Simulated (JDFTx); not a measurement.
Write the native input for JDFTx 1.7.0 (patched build) that does the following.

| Item | Value |
| --- | --- |
| Task | single point |
| Functional | PBE |
| Potentials or basis | PseudoDojo-SR-PBE-0.5-standard with smoothed tails |
| Cutoff | 1306 eV |
| Density cutoff | 10449 eV |
| k mesh | 9 × 9 × 8 |
| Occupations | fermi-dirac, width 0.05 eV |
| Spin | collinear spin, ferromagnetic start |
| Starting moments | [2.0, 0.0] μB |
| Fixed moment | 2 μB |
| Local potential set to -Z/r beyond | 6 bohr |
| Density cutoff over wavefunction cutoff | 8 |
| Max SCF steps | 100 |
| SCF threshold on the energy | 1e-09 Ha |
| Solver of the electrons | scf |
| Further solve for the empty bands | yes |

CoO:

```
Co O
1.0
     2.82845    0.00000    0.00000
    -1.41423    2.44951    0.00000
     0.00000    0.00000    2.72172
Co O
1 1
Cartesian
  0.0000 0.0000 1.3609
  1.4142 0.8165 0.0000
```

The cell was built by a generator and needn't be a form met in nature.

The input as run:

CoO.in

```
include CoO.lattice
coords-type Lattice
include CoO.ionpos

ion-species pseudo/Co.upf
ion-species pseudo/O.upf
elec-cutoff 48 384
elec-ex-corr gga-PBE
kpoint-folding 9 9 8
elec-smearing Fermi 0.0018374661
elec-n-bands 19
spintype z-spin
initial-magnetic-moments Co 2
elec-initial-magnetization 2 yes
electronic-SCF nIterations 100 energyDiffThreshold 1e-09
electronic-minimize nIterations 30 energyDiffThreshold 1e-7
converge-empty-states yes
forces-output-coords Cartesian

dump-name run.$VAR
dump End Ecomponents EigStats BandEigs Kpoints Forces Stress
```

CoO.lattice

```
lattice \
    5.3449958572    -2.6725073772     0.0000000000 \
    0.0000000000     4.6289030395     0.0000000000 \
    0.0000000000     0.0000000000     5.1433053879
```

CoO.ionpos

```
ion Co     0.0000000000     0.0000000000     0.5000000000 1
ion O      0.6666700000     0.3333300000     0.0000000000 1
```

Potentials or basis: PseudoDojo-SR-PBE-0.5-standard with smoothed tails.

The run is started by

```console
$ jdftx -c 1 -i CoO.in -o CoO.out
```

It gave:

```
Pressure        : -7.6 GPa
Net moment      : 2.00 μB per cell
Absolute moment : 2.04 μB per cell
Site moments    : Co +1.80; O +0.21 μB
Loewdin charges : Co +0.98; O -0.85 e
```

Caveat: the atomic charges don't sum to the cell's charge; the total moment is fixed, so each spin has its own Fermi level; a cell with one magnetic atom can't hold antiferromagnetic order, which such compounds often take.

It took 3.7 min on 1 thread of Arm Neoverse V2 (shared host), peak memory 0.23 GiB.
